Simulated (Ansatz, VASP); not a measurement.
One calculation of Si, two programs

The input INCAR:

```
SYSTEM = Si
ALGO = Normal ; EDIFF = 1E-7
ENCUT = 520 ; GGA = CA
ISIF = 2 ; ISMEAR = -1
LASPH = .True. ; LCHARG = .False.
LREAL = .False. ; LWAVE = .False.
NBANDS = 11 ; NELM = 60
PREC = Accurate ; SIGMA = 0.08
```

Contents of KPOINTS:

```
k-points
0
Gamma
  12 12 12
  0 0 0
```

POSCAR

```
Si
1.0
    0.0000000000      2.6611606000      2.7154700000
    2.6611606000      0.0000000000      2.7154700000
    2.6611606000      2.6611606000      0.0000000000
Si
2
Direct
    0.5000000000      0.5000000000      0.5000000000
    0.7500000000      0.7500000000      0.7500000000
```

Input for Ansatz:

```yaml
crystal:
  lattice:
    - [0.0, 2.6611606, 2.71547]
    - [2.6611606, 0.0, 2.71547]
    - [2.6611606, 2.6611606, 0.0]
  atoms:
    - { symbol: Si, position: [0.5, 0.5, 0.5] }
    - { symbol: Si, position: [0.75, 0.75, 0.75] }
kpoints:
  mp_grid: { grid: [12, 12, 12] }
  band_path:
    path:
      - [0.0, 0.0, 0.0]
      - [0.0, 0.5, 0.5]
      - [0.25, 0.75, 0.5]
      - [0.0, 0.5, 0.0]
      - [0.0, 0.0, 0.0]
      - [0.5, 0.5, 0.0]
      - [0.37005, 0.62995, 0.0]
      - [-0.37005, 0.37005, 0.0]
      - [0.0, 0.0, 0.0]
    npoints: 5
scf:
  occupations: { method: fermi_dirac, width: 0.08 }
hamiltonian:
  xc: lda
  pseudopotentials: { kind: all_electron, lapw: { basis_error: 0.00025 } }
output:
  forces: true
  stress: true
  eigenvalues: true
```

Change from the starting cell: equal xx and yy strain of -2 %.

Alike in both runs: task single point; functional LDA; k mesh 12 × 12 × 12; occupations fermi-dirac, width 0.08 eV; no spin polarisation.

```csv
,VASP,Ansatz
version,VASP 6.6.1,Ansatz 0.2.0
potentials or method,"VASP PAW LDA potentials, release 64 (Si)","all-electron LAPW, scalar-relativistic"
plane-wave cutoff (eV),520,see its input
```

|  | VASP | Ansatz | Ansatz less VASP |
| --- | --- | --- | --- |
| pressure (GPa) | 2.5 | 2.4 | -0.12 |
| largest component of the traceless stress (GPa) | 1.33 | 1.33 | +0.003 |

Ansatz ran all-electron here, so the differences hold the error of VASP's frozen core and of both bases.
